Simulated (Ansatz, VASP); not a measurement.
## Al: VASP beside Ansatz

```
CELL_PARAMETERS angstrom
0.00000 2.02481 2.02481
2.02481 0.00000 2.02481
2.02481 2.02481 0.00000
ATOMIC_POSITIONS crystal
Al 0.00000 0.00000 0.00000
```

Alike in both runs: task relaxation of cell and atoms; functional PBEsol; k mesh 11 × 11 × 11; occupations fermi-dirac, width 0.05 eV; no spin polarisation.

|  | VASP | Ansatz |
| --- | --- | --- |
| version | VASP 6.6.1 | Ansatz 0.2.0 |
| potentials or method | VASP PAW PBE potentials, release 64 (Al) | Ansatz PAW |
| plane-wave cutoff (eV) | 600 | 420 |
| valence electrons in the cell | 3 | 3 |

```csv
,VASP,Ansatz,Ansatz less VASP
"gap on the k mesh at the Fermi level, each at its own relaxed structure (eV)",none,none,-
relaxed volume (Å³/atom),16.21,16.21,-0.006
relaxed cell length with the largest relative difference (Å),2.841,2.841,-0.0003
energy change over the relaxation (meV/atom),-2,-2,-0.1
```

A gap of «none» marks a metal or a gap that the smearing closes.

Caveats: the PAW data sets were made with another functional, which shifts forces and pressure a little (VASP); the plane-wave basis is chosen anew once the cell has moved, so the energies of steps on either side of that aren't comparable (Ansatz); the PAW data sets come from PBE, with cores solved anew for the run's functional, which leaves a small shift of forces and pressure (Ansatz).
